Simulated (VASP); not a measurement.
C, a sheet with vacuum:

```xyz
2
Lattice="2.4610 0.0000 0.0000 -1.2305 2.1313 0.0000 0.0000 0.0000 16.0000" Properties=species:S:1:pos:R:3 pbc="T T T"
C     0.0000    0.0000    8.0000
C     0.0000    1.4209    8.0000
```

The cell was built by a generator and needn't be a form met in nature.

Base run:

```yaml
Program: VASP 6.6.1
Functional: optB86b-vdW
Potentials_or_basis: VASP PAW PBE potentials, release 64 (C)
Cutoff: 520 eV
k_mesh: 16 × 16 × 1
Occupations: fermi-dirac, width 0.05 eV
Spin: no spin polarisation
```

Its results: band gap on the k mesh 1.24 eV, direct.

Question: The run is repeated on the same cell with these changes: functional from optB86b-vdW to r2SCAN. What comes out?

Answer: Band gap on the k mesh 1.32 eV, direct.

A k mesh can miss the band edges.
